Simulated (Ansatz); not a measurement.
Crystal: ZrS2.

```xyz
3
Lattice="3.6914 0.0000 0.0000 -1.8457 3.1968 0.0000 0.0000 0.0000 6.0411" Properties=species:S:1:pos:R:3 pbc="T T T"
Zr    0.0000    0.0000    0.0000
S     0.0000    2.1312    1.4372
S     1.8457    1.0656    4.6038
```

The cell is a database's computed one.

Below is the output of Ansatz 0.2.0 for this cell. Logs are shortened: lines on timing, memory, paths and dates and some standing lists are left out, and cuts for length are marked.

```text
Warning: RAYON_NUM_THREADS=2 ignored (pool sized by the plan → 2); use --threads N
scf.n_extra_bands = 7 over 12 filled bands (N_el = 24.0): the run solves 19 bands
Engine: ansatz 0.2.0, x86_64-unknown-linux-gnu
Pseudopotentials: kind: paw
Pseudopotential: Zr, paw, valence charge 12, recommended cutoff 500 eV (meta_gga), Zr.paw.azcp
Pseudopotential: S, paw, valence charge 6, recommended cutoff 500 eV (meta_gga), S.paw.azcp
Functional definition: r2SCAN
  parameter k0 = 0.174
  parameter k1 = 0.065
  parameter a1 = 4.9479
  exchange = r2scan_x(k0 = k0, k1 = k1, a1 = a1)
  correlation = r2scan_c
Crystal: 3 atoms, lattice volume = 71.289 Å³
Basis set: ecut = 500 eV, 1799 PW (Γ), exchange–correlation on 108×108×180 points (64 copies of the dense FFT grid, shifted against one another)
Bands: 19, of which v1, the nominal top of the filled ones, is band 12 counted from 1 (11 counted from 0)
Symmetry: 12 space group operations
Space group: P-3m1 (ITA 164), of the structure as read, at distance tolerance 4.1e-5 Å
k-points: 40 of 320
Non-local potential: Zr, projectors of the file, l = 0: 3, l = 1: 2, l = 2: 2, l = 3: 2
Non-local potential: S, projectors of the file, l = 0: 2, l = 1: 2, l = 2: 2
PAW form: soft (Blöchl's): semilocal exchange-correlation on the pseudo side does not see the compensation charge
PAW frozen core: Zr, regenerated for the run's functional (the file was generated under x = pbe(κ = 0.804, μ = 0.2195149727645171), c = pbe(β = 0.06672455060314922))
PAW frozen core: S, regenerated for the run's functional (the file was generated under x = pbe(κ = 0.804, μ = 0.2195149727645171), c = pbe(β = 0.06672455060314922))
PAW one-centre angular grid: Zr, 590 points (default); XC on 160 Gauss nodes
PAW one-centre angular grid: S, 302 points (default); XC on 160 Gauss nodes
Initial density: superposition of atomic densities (neutral atoms: chi_scale 0, normalization atom), corrected by the library's trained network
Initial wavefunctions: pseudopotential atomic-orbital guess
Functional: x = r2scan, c = r2scan; τ floored in thin density (d = 2e-4 eV/Å³)
SCF iter   1: F=—  HF=-6012.025558 eV  |F-HF|=—  |Δ(HF+E_count)|=         —  Δρ=7.33e-3  dr2=7.76e-2  dr2_τ=3.49e-2  ethr=1.77e-3  ⟨swp⟩=6.0  Hψ=4331  notcnv=0  defer=2
preconditioner: auto → Resta (q_TF=auto, 2.276 Å⁻¹)  ε∞=4.0  [insulator: Δε(μ)=1.470 eV  Ē_g=10.085 eV  σ=0.050 eV  W_gap=1.00  n_scr=22 (ndim 8)  ℏωp=17.6 eV  f_vac=0.027  D(μ)=0.00/eV (n_scr^D=0)  ε∞_Penn≈4.0]
SCF iter   2: F=—  HF=-6012.045189 eV  |F-HF|=—  |Δ(HF+E_count)|=   1.96e-2  Δρ=3.38e-3  dr2=6.08e-3  dr2_τ=1.61e-3  ethr=3.23e-4  ⟨swp⟩=3.0  Hψ=1764  notcnv=0  defer=70
SCF iter   3: F=—  HF=-6012.045295 eV  |F-HF|=—  |Δ(HF+E_count)|=   1.06e-4  Δρ=1.37e-3  dr2=9.71e-4  dr2_τ=5.01e-5  ethr=2.53e-5  ⟨swp⟩=2.0  Hψ=1122  notcnv=0  defer=70
SCF iter   4: F=—  HF=-6012.045401 eV  |F-HF|=—  |Δ(HF+E_count)|=   1.06e-4  Δρ=1.66e-4  dr2=1.80e-5  dr2_τ=2.06e-6  ethr=4.05e-6  ⟨swp⟩=2.4  Hψ=1077  notcnv=0  defer=70
SCF iter   5: F=—  HF=-6012.045413 eV  |F-HF|=—  |Δ(HF+E_count)|=   1.18e-5  Δρ=3.45e-5  dr2=1.36e-6  dr2_τ=4.99e-8  ethr=7.52e-8  ⟨swp⟩=2.4  Hψ=1073  notcnv=0  defer=70
SCF iter   6: F=-6012.045414 eV  HF=-6012.045414 eV  |F-HF|=3.68e-8  |Δ(HF+E_count)|=   6.47e-7  Δρ=9.13e-6  dr2=9.02e-8  dr2_τ=4.92e-9  ethr=4.17e-10  ⟨swp⟩=8.8  Hψ=3947  notcnv=0
SCF 1 converged in 6 iterations: F = -6012.045414 eV  dr2 = 9.02e-8
  greatest PAW one-centre occupation: 0.988 electrons in one spin orbital (limit 2), on the Zr atom at site 0 (counted from 0), in its partial waves of l = 1
NSCF: frozen V_eff on 129 k-points
SCF converged after 6 iterations
Free energy (F): -6012.045414 eV
Harris-Foulkes:  -6012.045414 eV  (|F-HF|=3.68e-8)
Internal energy: -6012.045414 eV  (E = F + TS)
E sigma→0 (E₀):  -6012.045414 eV
Entropy (-TS):   -0.000000 eV (-0.000 meV/atom)
Fermi energy:    6.896081 eV
--- Per-component energies (eV) ---
  E_band       = -196.049633
  E_kinetic    = 544.874375
  E_local      = -1380.375301  (includes V_loc(G=0)·N_el)
  E_nonlocal   = 133.481886
  E_hartree    = 487.686821
  E_xc         = -340.085766
  E_vxc        = -400.927342  (∫ρ·V_xc dr)
  E_paw        = -4188.959885  (= ΣΔE_a)
  E_vpaw       = -89.691165  (= ΣTr[D̂ρ^β])
  E_aug_tail   = 0.000011  (compensation charges beyond the density's cutoff)
  E_vtau       = 21.216250  (kinetic-family band-sum trace: ∫τ·v_τ [+ j·A + Jᵃ·Aᵃ] dr)
  E_ewald      = -1268.283280
  E_core_change = -0.384275  (= ΣΔE_core)
  E_smearing   = -0.000000  (= −TS)
  E_closure    = -0.000000  (closes the sum)
  Σ components = -6012.045414   (vs F -6012.045414, Δ=0.00e0)
--- Forces (eV/Å), atoms counted from 1 ---
  atom   1  Zr     0.00000000    -0.00000000     0.00000000
  atom   2  S      0.00000000    -0.00000000    -0.01973810
  atom   3  S      0.00000000     0.00000000     0.01973810
  max |Σ_I F_I| component: 5.26e-31 eV/Å
--- Stress (GPa, compression-positive) ---
       -0.031400       0.000000       0.000000
        0.000000      -0.031400       0.000000
        0.000000       0.000000       0.062864
  P = ⅓ Tr σ = 0.0000 GPa (0.000 kbar)
--- Band table (eV; the first three rows and the last of 40) ---
  k-point 0: bands = ["-44.4368", "-21.7817", "-21.6329", "-21.6329", "-6.9027", "-5.4507", "1.9346", "3.3283", "3.3283", "6.1075", "6.1075", "6.1677", "8.1206", "8.1206", "9.0217", "11.5584", "11.5584", "12.7069", "12.7578"]
  k-point 1: bands = ["-44.4368", "-21.7819", "-21.6329", "-21.6329", "-6.8454", "-5.5436", "2.1850", "3.3380", "3.3380", "5.6604", "6.0728", "6.0728", "8.1117", "8.1117", "9.1903", "11.6556", "11.6556", "12.7877", "13.2431"]
  k-point 2: bands = ["-44.4369", "-21.7821", "-21.6329", "-21.6329", "-6.7337", "-5.7113", "2.7390", "3.3540", "3.3540", "4.7917", "6.0177", "6.0177", "8.0970", "8.0970", "9.3566", "11.8210", "11.8210", "13.0361", "14.2267"]
  k-point 39: bands = ["-44.4165", "-21.8406", "-21.7699", "-21.7171", "-5.7402", "-5.5460", "2.4585", "2.7891", "3.4754", "4.1002", "4.3292", "4.7566", "8.6520", "9.5582", "9.7052", "11.6146", "12.4471", "14.3856", "15.4062"]
```

Write the input and the command behind it.

Band structure with r2SCAN, no spin polarisation. The files as run (others can give the same):

input.yaml
```yaml
crystal:
  lattice:
    - [3.6913825498, 0.0, 0.0]
    - [-1.8456912749, 3.1968310632, 0.0]
    - [0.0, 0.0, 6.04107701]
  atoms:
    - { symbol: Zr, position: [0.0, 0.0, 0.0] }
    - { symbol: S, position: [0.3333333333, 0.6666666667, 0.23790997] }
    - { symbol: S, position: [0.6666666667, 0.3333333333, 0.76209003] }
hamiltonian:
  xc: r2scan
  pseudopotentials: { kind: paw }
kpoints:
  mp_grid: { grid: [8, 8, 5] }
  band_path:
    path:
      - [[0.0, 0.0, 0.0], [0.5, 0.0, 0.0], [0.3333333333, 0.3333333333, 0.0], [0.0, 0.0, 0.0], [0.0, 0.0, 0.5], [0.5, 0.0, 0.5], [0.3333333333, 0.3333333333, 0.5], [0.0, 0.0, 0.5]]
      - [[0.5, 0.0, 0.5], [0.5, 0.0, 0.0]]
      - [[0.3333333333, 0.3333333333, 0.0], [0.3333333333, 0.3333333333, 0.5]]
    npoints: 14
scf:
  occupations: { method: fermi_dirac, width: 0.05 }
  n_extra_bands: 7
output:
  forces: true
  stress: true
  eigenvalues: true
  fatbands: false
```

Potentials or basis: Ansatz PAW.
The run is started by
```sh
$ ansatz run input.yaml --threads 2 --pin off --max-ram 5632MiB --backend cpu --events-out ev --progress --plain --runs-dir out
```

Caveat: the PAW data sets come from PBE, with cores solved anew for the run's functional, which leaves a small shift of forces and pressure.
